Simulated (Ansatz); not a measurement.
BaTiO3: pressure against volume

Reference cell: an entry of the Crystallography Open Database (COD), ions relaxed with PBE at fixed cell.

```
Ba Ti O
1.0
     2.82767    1.63255    2.31773
    -2.82767    1.63255    2.31773
     0.00000   -3.26511    2.31773
Ba Ti O
1 1 3
Direct
  0.99805 0.99805 0.99805
  0.48636 0.48636 0.48636
  0.51010 0.51010 0.01669
  0.01669 0.51010 0.51010
  0.51010 0.01669 0.51010
```

Sites (sets of like atoms) are named by element and the number of their first atom in this list.

Level of theory: DFT, PBE, plane waves and PAW, scalar-relativistic, 420 eV cutoff, Γ-centred 8×8×8 k-points, Fermi–Dirac smearing 0.02 eV (Ansatz 0.2.0).

The cell is scaled uniformly, and the ions relax again at each size.

| V/V₀ | pressure (GPa) | gap on the k-mesh (eV) |
| --- | --- | --- |
| 0.94 | 14.3 | 1.99 |
| 0.96 | 10.5 | 2.12 |
| 0.98 | 7.3 | 2.25 |
| 1.00 | 4.5 | 2.36 |
| 1.02 | ? | ? |
| 1.04 | 0.1 | 2.60 |
| 1.06 | -1.6 | 2.70 |

(1) Estimate the row at V/V₀ = 1.02, the equilibrium volume and the bulk modulus.

## Answers

(1) pressure (GPa): 2.2; gap on the k-mesh (eV): 2.49. Worked: a parabola in ln(V/V₀) through the other 6 rows gives 2.1 GPa there. It crosses zero pressure at V/V₀ = 1.041, the equilibrium volume of this functional, where the bulk modulus is B = −dP/d ln V = 94 GPa. The shape of the cell is held, so in this non-cubic crystal both values are those of uniform scaling, and B is an upper bound to the hydrostatic one. The gap rises as the cell grows, by 0.059 eV per per cent of volume.

PBE gaps are too small, by a third to a half in many semiconductors; their changes with volume are better.
